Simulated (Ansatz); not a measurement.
# Compressing Ag

These are results of DFT PBEsol, scalar-relativistic, plane waves, PAW (Ansatz), not measurements. (420 eV cutoff, 18×18×6 k-mesh, Gaussian smearing of 0.10 eV, no spin polarisation)

The relaxed crystal:

```yaml
crystal:
  lattice:
    - [2.86746, 0.00000, 0.00000]
    - [-1.43373, 2.48330, 0.00000]
    - [0.00000, 0.00000, 9.36508]
  atoms:
    - { symbol: Ag, position: [0.00000, 0.00000, 0.00000] }
    - { symbol: Ag, position: [0.00000, 0.00000, 0.50000] }
    - { symbol: Ag, position: [0.33333, 0.66667, 0.25000] }
    - { symbol: Ag, position: [0.66667, 0.33333, 0.75000] }
```

Cell and atoms are relaxed at each pressure within the symmetry of the start, at zero temperature, so transitions that lower the symmetry aren't seen. The k-mesh given is that at zero pressure and may differ at others. a, b and c are the lengths of the cell vectors above.

| P (GPa) | V (Å³/atom) | V/V0 | a (Å) | b (Å) | c (Å) |
| --- | --- | --- | --- | --- | --- |
| -2 | 16.97 | 1.018 | 2.884 | 2.884 | 9.424 |
| 0 | 16.67 | 1.000 | 2.867 | 2.867 | 9.365 |
| 2 | 16.40 | 0.984 | 2.852 | 2.852 | 9.316 |
| 5 | 16.05 | 0.963 | 2.831 | 2.831 | 9.250 |
| 10 | 15.56 | 0.933 | 2.802 | 2.802 | 9.154 |
| 20 | 14.79 | 0.887 | 2.755 | 2.755 | 9.000 |
| 40 | 13.72 | 0.823 | 2.687 | 2.687 | 8.780 |

Task: What bulk modulus and pressure derivative fit these points?

Result: A third-order Birch–Murnaghan fit gives B0 = 119 GPa and B0' = 5.6.

This form isn't the element's structure at ambient conditions.